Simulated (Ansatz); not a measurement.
# CdO2 in Ansatz: convergence with scf exx energy threshold

The system is CdO2.

```xyz
3
Lattice="3.4762 0.0000 0.0000 -1.7381 3.0105 0.0000 0.0000 0.0000 4.1481" Properties=species:S:1:pos:R:3 pbc="T T T"
Cd    0.0000    0.0000    0.0000
O     0.0000    2.0070    1.0130
O     1.7381    1.0035    3.1350
```

The cell comes from a database or a generator and needn't be the stable form of this composition.

```yaml
Program: Ansatz 0.2.0
Task: convergence study
Functional: HSE06
Potentials_or_basis: Ansatz PAW
Cutoff: "420 eV (not typed: the program's choice for these potentials)"
k_mesh: 5 × 5 × 4
Occupations: cold, width 0.1 eV
Spin: no spin polarisation
```

These are the settings of the first run; the series varies scf exx energy threshold, with any setting tied to it.

Hardware: 2 threads of Arm Neoverse V2, with other jobs on the host.

```
scf exx energy threshold  energy less the tightest run, at zero smearing (meV/atom)  SCF cycles  CPU time (s)  peak memory (GiB)
                    0.01                                                       0.00          29            21                0.8
                   0.001                                                       0.00          29            21                0.8
                  0.0001                                                       0.00          29            21                0.8
                   1e-05                                                       0.00          28            20                0.8
                   1e-06                                                       0.00          27            21                0.8
                   1e-07                                                       0.00          28            21                0.8
```

Against the tightest run, the energy stays within 1 meV/atom from 0.01 on. The tightest run that finished is the yardstick and may itself not be fully converged.

Caveat, for the tightest run too: the k mesh is coarse (spacing up to 0.42 Å⁻¹), so the values aren't converged, least of all with exact exchange.
